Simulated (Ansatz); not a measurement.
## Elastic constants of SnO at 18 GPa (stress–strain coefficients): input and output

These are results of DFT PBEsol, scalar-relativistic, plane waves, PAW in Ansatz, not measurements.

Launched with:
```bash
ansatz run input.yaml --threads 1 --pin off --max-ram 3072MiB --backend cpu --events-out ev --progress --plain --runs-dir out
```

Input (bare energies are in eV):
```yaml
crystal:
  lattice:
    - [3.6268291848, 0.0, 0.0]
    - [0.0, 3.6268291848, 0.0]
    - [0.0, 0.0, 4.1494719006]
  atoms:
    - { symbol: Sn, position: [0.0, 0.5, 0.2807239429] }
    - { symbol: Sn, position: [0.5, 0.0, 0.7192760571] }
    - { symbol: O, position: [0.0, 0.0, 0.0] }
    - { symbol: O, position: [0.5, 0.5, 0.0] }
basis:
  ecutwfc: 420
kpoints:
  mp_grid: { grid: [12, 12, 10] }
hamiltonian:
  xc: pbesol
scf:
  occupations: { method: fermi_dirac, width: 0.15 }
output:
  forces: true
  stress: true
  eigenvalues: true
elastic:
  mode: relaxed_ion
  amplitude: 0.005
  stencil: two_point
```

From the output:
```
--- Elastic constants: 4 strain directions × 2 members + reference (group order 16) ---
  dense FFT box of the reference and of every strained cell: 25×25×30
  strains applied: 11, 33, 23, 12; error gains: componentwise 1.00 (the most a stress slope's error grows in a printed constant), spectral 1.41 (1 for all six strains in a standard setting)
  reference relaxed by the batch: 3 steps; max|allowed force component| 9.59e-5 eV/Å at the deck's positions, 4.96e-8 at the last accepted step, 5.28e-8 by the solve of record
  largest displacement 3.8e-6 Å; the constants are those of the deck's cell at these positions:
  atoms:
    - { symbol: Sn, position: [2.2789037567187594e-40, 0.5, 0.2807248622341595] }
    - { symbol: Sn, position: [0.5, -1.1514727181035823e-53, 0.7192751377658404] }
    - { symbol: O, position: [-2.7853268137676797e-40, 1.1514727181035823e-53, -2.5516287600715355e-23] }
    - { symbol: O, position: [0.5, 0.5, -2.5516287600712455e-23] }
  C = ∂σ_k/∂η_j (tension-positive GPa; Voigt order 11 22 33 23 13 12):
       188.857    167.484    100.159      0.000      0.000     -0.000
       167.484    188.857    100.159      0.000      0.000     -0.000
       100.156    100.156    184.946      0.000      0.000     -0.000
         0.000      0.000      0.000     85.914      0.000      0.000
         0.000      0.000      0.000      0.000     85.914      0.000
        -0.000     -0.000     -0.000      0.000      0.000    126.796
  reference stress σ⁰ (GPa):    -17.994    -17.994    -17.989     -0.000     -0.000     -0.000
  C* (energy form; C + prestress term) asymmetry max|C*_kj − C*_jk| = 1.793e-3 GPa — a small one proves nothing (zero by symmetry where the batch's group is 432, −43m or m−3m); a large one is finite-difference/SCF noise where every solve ...
  moduli (Voigt/Reuss/Hill, GPa): K = 144.25/140.79/142.52   G = 72.72/34.81/53.76   E = 143.28   ν = 0.332
  mechanically stable: yes (min eigenvalue of sym C = 21.37 GPa)
  strain η (Voigt 11):  stress-route row diagonal C_11 = 188.86 GPa, energy-path curvature d²(F+E_count+ΔE)/dδ²/Ω₀ = 188.82 GPa
         δ    σ_11 (GPa) F (eV) n_scf n_hpsi n_pw
    -5.000e-3     -18.9518      -13020.8219828      11  137294   1084   relax 4 steps, max|allowed force component| 3.22e-5 eV/Å
     5.000e-3     -17.0633      -13020.8832477      10  132590   1096   relax 4 steps, max|allowed force component| 7.90e-7 eV/Å
  strain η (Voigt 33):  stress-route row diagonal C_33 = 184.95 GPa, energy-path curvature d²(F+E_count+ΔE)/dδ²/Ω₀ = 184.96 GPa
         δ    σ_33 (GPa) F (eV) n_scf n_hpsi n_pw
    -5.000e-3     -18.9259      -13020.8218924      10   75407   1080   relax 3 steps, max|allowed force component| 2.24e-7 eV/Å
     5.000e-3     -17.0765      -13020.8832531      12   82700   1092   relax 3 steps, max|allowed force component| 4.01e-7 eV/Å
  strain η (Voigt 23):  stress-route row diagonal C_44 = 85.91 GPa, energy-path curvature d²(F+E_count+ΔE)/dδ²/Ω₀ = 95.00 GPa
         δ    σ_23 (GPa) F (eV) n_scf n_hpsi n_pw
    -5.000e-3      -0.4296      -13020.8530018      10  195802   1086   relax 6 steps, max|allowed force component| 4.07e-5 eV/Å
     5.000e-3       0.4296      -13020.8530018       9  185011   1086   relax 4 steps, max|allowed force component| 1.81e-5 eV/Å
  strain η (Voigt 12):  stress-route row diagonal C_66 = 126.80 GPa, energy-path curvature d²(F+E_count+ΔE)/dδ²/Ω₀ = 135.75 GPa
         δ    σ_12 (GPa) F (eV) n_scf n_hpsi n_pw
    -5.000e-3      -0.6340      -13020.8528369       9  109862   1086   relax 1 steps, max|allowed force component| 4.94e-5 eV/Å
     5.000e-3       0.6340      -13020.8528369       9  110565   1086   relax 1 steps, max|allowed force component| 4.94e-5 eV/Å
```

It took 9.7 min on 1 thread of Intel(R) Xeon(R) Platinum 8488C (Sapphire Rapids), on a shared host, peak memory 0.83 GiB.

In a metal, frequencies and elastic constants depend on the k mesh and the smearing, soft modes and shear constants most. Spin–orbit coupling is left out, which matters for heavy elements. A semilocal functional can close a gap that the real compound has.